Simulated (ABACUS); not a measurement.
# AlRu: single point with PBE

AlRu:

```
CELL_PARAMETERS angstrom
2.99160 0.00000 0.00000
0.00000 2.99160 0.00000
0.00000 0.00000 2.99160
ATOMIC_POSITIONS crystal
Ru 0.49700 0.51102 0.48780
Al 0.99568 0.99117 0.01002
```

The cell isn't the ideal one: atoms moved at random, drawn with an rms of 0.05 Å.

| Property | Result |
| --- | --- |
| Program | ABACUS 3.10.1 |
| Task | single point |
| Functional | PBE |
| Potentials or basis | PseudoDojo NC SR 0.4.1 PBE standard |
| Cutoff | 1361 eV |
| Density cutoff | 5442 eV |
| Basis | DZP LCAO (the cutoffs set its grid) |
| k mesh | 9 × 9 × 9 |
| Occupations | fermi-dirac, width 0.05 eV |
| Spin | no spin polarisation |

```json
{
  "Pressure": "4.1 GPa",
  "Largest force": "0.742 eV/Å",
  "Band gap on the k mesh": "none (metal or under the smearing width)",
  "Mulliken charges": "Ru -0.25; Al +0.25 e"
}
```

Forces on the atoms (eV/Å):
```
Ru  -0.033 -0.494  0.552
Al   0.033  0.494 -0.552
```

Stress tensor (GPa, compression positive):
```
 4.35  0.04 -0.04
 0.04  4.01 -0.64
-0.04 -0.64  3.92
```

Levels at points of the mesh, in eV from the Fermi level:
```csv
k point,band 6,band 7,band 8,band 9,band 10,band 11,band 12,band 13,band 14
"(0.00, 0.00, 0.00)",-3.49,-3.49,0.22,0.23,0.24,6.16,6.17,6.19,11.07
```

Wall time 9.5 s on 4 MPI ranks on AMD EPYC 7B13 (Zen 3), on a shared host, peak memory 0.56 GiB a rank.

Caveat: the atomic orbitals were generated for these runs and aren't a published set; Mulliken charges move with the basis; the basis of atomic orbitals isn't converged, which shifts pressures, moduli and gaps.
